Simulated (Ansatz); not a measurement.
# AlP: the cost of one run

All numbers are computed with Ansatz 0.2.0, driven from Python. Level of theory: DFT PBE, plane waves, PAW.

The COD entry's cell or inner coordinates are ideal or old and differ from later refinements, so a difference from it is no clean test against experiment.

### Step 1. The structure

Symmetry: F-43m, No. 216, cubic system. The conventional cell has a = 5.451 Å, b = 5.451 Å, c = 5.451 Å, α = 90.00°, β = 90.00°, γ = 90.00°. Al (site symmetry -43m) has 4 P at 2.36 Å as nearest neighbours. P (site symmetry -43m) has 4 Al at 2.36 Å as nearest neighbours.

No structure file is read: the coordinates are typed or built in the script.

### Step 2. Script

Input file alp_mass.py:

```python
# -*- coding: utf-8 -*-
import ansatz as az
import numpy as np

system = (
    az.Lattice.of((0.0, 2.7255, 2.7255), (2.7255, 0.0, 2.7255), (2.7255, 2.7255, 0.0))
    .atom("Al", (0.0, 0.0, 0.0))
    .atom("P", (0.25, 0.25, 0.25))
)

setup = (
    system.calculation()
    .kpoints(6, 6, 6)
    .functional(az.Functional.PBE)
    .pseudopotentials("paw")
    .occupations("fixed")
)
res = setup.band_table().run(threads=1)
r = res.report
levels = np.array(r["eigenvalues_ev"])
filled = round(r["n_electrons"] / 2)
edges = {"top filled band": (filled - 1, levels[:, filled - 1].argmax()), "lowest empty band": (filled, levels[:, filled].argmin())}
gap = levels[:, filled].min() - levels[:, filled - 1].max()
print(f"gap on the mesh {gap:.3f} eV")
if gap <= 0.05:
    print("no gap: band-edge masses have no meaning here")
    edges = {}
reciprocal = 2 * np.pi * np.linalg.inv(res.lattice.cell_ang).T
step = 0.04  # 1/A

pairs = [(0, 1), (0, 2), (1, 2)]
moves = [sign * axis for axis in np.eye(3) for sign in (-1, 1)]
moves += [s1 * np.eye(3)[i] + s2 * np.eye(3)[j] for i, j in pairs for s1 in (1, -1) for s2 in (1, -1)]
for name, (band, index) in edges.items():
    together = int(np.sum(np.abs(levels[index] - levels[index, band]) < 2e-3))
    print(name, "at k =", np.round(r["kpoints_frac"][index], 4), f"E = {levels[index, band]:.4f} eV, degeneracy {together}")
    centre = np.array(r["kpoints_frac"][index]) @ reciprocal
    points = [centre] + [centre + step * move for move in moves]
    table = setup.band_structure(points, intervals=1, cartesian=True).run(threads=1).band_structure().channels[0].eigenvalues_ev
    if together > 1:
        level = np.flatnonzero(np.abs(levels[index] - levels[index, band]) < 2e-3)
        along = (table[1, level] + table[2, level] - 2 * table[0, level]) / step ** 2
        print("  degenerate level, no single mass tensor; masses of its branches along x:", np.round(7.61996 / along, 3), "m_e")
        continue
    e = table[:, band]
    hessian = np.diag((e[1:7:2] + e[2:7:2] - 2 * e[0]) / step ** 2)
    for (i, j), (pp, pm, mp, mm) in zip(pairs, e[7:].reshape(3, 4)):
        hessian[i, j] = hessian[j, i] = (pp - pm - mp + mm) / (4 * step ** 2)
    curvatures, axes = np.linalg.eigh(hessian)
    slope = (e[2:7:2] - e[1:7:2]) / (2 * step)
    print("  slope (eV A):", np.round(slope, 3) + 0.0, "" if np.abs(slope).max() < 0.05 else "- no extremum here, so these are local curvatures and no band-edge masses")
    for curvature, axis in zip(curvatures, axes.T):
        print(f"  principal mass {7.61996 / curvature:8.3f} m_e along", np.round(axis, 2) + 0.0)
```

### Step 3. The calls as engine input

The package turns the script's settings into the engine's input (first run):

```yaml
crystal:
  lattice:
    - [0.0, 2.7255, 2.7255]
    - [2.7255, 0.0, 2.7255]
    - [2.7255, 2.7255, 0.0]
  atoms:
    - { symbol: Al, position: [0.0, 0.0, 0.0] }
    - { symbol: P, position: [0.25, 0.25, 0.25] }
kpoints:
  mp_grid:
    grid: [6, 6, 6]
hamiltonian:
  xc: pbe
  pseudopotentials:
    kind: paw
scf:
  occupations:
    method: fixed
output:
  eigenvalues: true
```

### Step 4. Running it

Started as:

```
python alp_mass.py
```

What time and memory should one allow on 1 thread of Arm Neoverse V1, shared host?

About 3.1 s, with a peak of 0.34 GiB.
